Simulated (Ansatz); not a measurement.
Runs of Ansatz 0.2.0 on Zn. The structure is cubic, space group Im-3m (No. 229). Conventional cell: a = 3.138 Å, b = 3.138 Å, c = 3.138 Å, α = 90.00°, β = 90.00°, γ = 90.00°. Around Zn (site symmetry m-3m) lie 8 Zn at 2.72 Å. This isn't the form of Zn at room conditions, which is hcp.

```csv
task,level,cell,cutoff (eV),points for each segment of the path,gap on the mesh (eV),pressure (GPa),relaxed volume (Å³/atom)
relaxation of cell and atoms,BLYP,relaxed,420,-,none,0.0,17.41
relaxation of cell and atoms,RPBE+D3(BJ),relaxed,420,-,none,0.0,(a)
relaxation of cell and atoms,PBEsol+D3(BJ),relaxed,420,-,none,0.0,13.56
relaxation of cell and atoms,revPBE,relaxed,420,-,none,0.0,15.91
band structure,r2SCAN,as given,500,14,none,-5.1,-
relaxation of cell and atoms,PBEsol+D4,relaxed,420,-,none,0.0,(b)
band structure,BLYP,as given,420,14,none,6.0,-
```

Alike in all rows: potentials or basis Ansatz PAW; no spin polarisation; k mesh 12 × 12 × 12; smearing fermi-dirac 0.05 eV.

Q: Estimate the missing entries.

A: (a) 12.03; (b) 13.92.

Caveats: the PAW data sets come from PBE, with cores solved anew for the run's functional, which leaves a small shift of forces and pressure; the plane-wave basis is chosen anew once the cell has moved, so the energies of steps on either side of that aren't comparable (some runs); pairwise dispersion overbinds metals, which lowers pressure and volume (some runs); the volume moved by over 15 % at a fixed basis, so the end points are rough (some runs).

A gap of «none» marks a metal or a gap under the smearing width.

Runs at the PBE level aren't shown here.
